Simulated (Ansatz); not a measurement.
## Mo (fcc): energy against volume

Method: Ansatz, DFT, BLYP, plane waves (420 eV) with PAW, scalar-relativistic. (PAW data from PBE, frozen cores regenerated.)

The cell is scaled uniformly from the relaxed one, with fractional coordinates and shape fixed. Energies are extrapolated to zero smearing, pressures are those at the given smearing. Magnetic state: spin not included.

A Birch-Murnaghan fit gives V₀ = 16.68 Å³/atom, B₀ = 215 GPa, B₀′ = 4.1.

(1) What are the energy above the minimum and the pressure at 14.670 Å³/atom?

(2) What are the energy above the minimum and the pressure at 17.337 Å³/atom?

(3) What are the energy above the minimum and the pressure at 18.671 Å³/atom?

Results:

(1) 202.2 meV/atom and 36.12 GPa as computed.

(2) 16.4 meV/atom and -7.48 GPa as computed.

(3) 131.8 meV/atom and -18.91 GPa as computed.
